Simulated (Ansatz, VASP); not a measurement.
Two plane-wave programs on Ir

File INCAR:

```
SYSTEM = Ir
PREC     = Accurate       ! precision mode
ENCUT    = 520            ! plane-wave cutoff, eV
EDIFF    = 1E-6           ! SCF threshold, eV
ISMEAR   = -1             ! smearing method
SIGMA    = 0.05           ! smearing width, eV
LREAL    = .False.        ! projectors in reciprocal space
LASPH    = .True.         ! aspherical terms in the spheres
NELM     = 60             ! most SCF steps
ALGO     = Normal         ! electronic algorithm
ISIF     = 2              ! what is computed and relaxed
LWAVE    = .False.        ! write WAVECAR
LCHARG   = .False.        ! write CHGCAR
GGA      = PS             ! functional
NBANDS   = 16             ! bands
```

The input KPOINTS:

```
regular mesh
0
Gamma
  9 9 5
  0 0 0
```

File POSCAR:

```
Ir
1.0
    2.7513778946      0.0000000000      0.0000000000
   -1.3756889473      2.3827631521      0.0000000000
    0.0000000000      0.0000000000      4.5515358000
Ir
2
Direct
    0.3333333333      0.6666666667      0.2500000000
    0.6666666667      0.3333333333      0.7500000000
```

File input.yaml:

```yaml
crystal:
  lattice:
    - [2.7513778946, 0.0, 0.0]
    - [-1.3756889473, 2.3827631521, 0.0]
    - [0.0, 0.0, 4.5515358]
  atoms:
    - { symbol: Ir, position: [0.3333333333, 0.6666666667, 0.25] }
    - { symbol: Ir, position: [0.6666666667, 0.3333333333, 0.75] }
hamiltonian:
  xc: pbesol
  pseudopotentials: { kind: paw }
kpoints:
  mp_grid: { grid: [9, 9, 5] }
scf:
  occupations: { method: fermi_dirac, width: 0.05 }
output:
  forces: true
  stress: true
  eigenvalues: true
```

This isn't the form of Ir at room conditions, which is fcc.

Alike in both runs: task single point; functional PBEsol; k mesh 9 × 9 × 5; occupations fermi-dirac, width 0.05 eV; no spin polarisation.

|  | VASP | Ansatz |
| --- | --- | --- |
| version | VASP 6.6.1 | Ansatz 0.2.0 |
| potentials or method | VASP PAW PBE potentials, release 64 (Ir) | Ansatz PAW |
| plane-wave cutoff (eV) | 520 | 420 |
| valence electrons in the cell | 18 | 34 |

```csv
,VASP,Ansatz,Ansatz less VASP
gap on the k mesh at the Fermi level (eV),none,none,-
pressure (GPa),-17.8,-18.4,-0.64
largest component of the traceless stress (GPa),5.54,5.56,+0.019
```

A gap of «none» marks a metal or a gap that the smearing closes. With one functional, cell and mesh, what is left measures potentials, basis and numerics. The two sets of potentials don't hold the same shells in valence.

Caveats: so large a pressure means that the cell lies far from this level's equilibrium, or that cutoff or potentials fall short (VASP); the potentials were made for another functional, which shifts forces and pressure (VASP); the PAW data sets come from PBE, with cores solved anew for the run's functional, which leaves a small shift of forces and pressure (Ansatz). Spin-orbit coupling is left out, which matters for the levels of Ir.
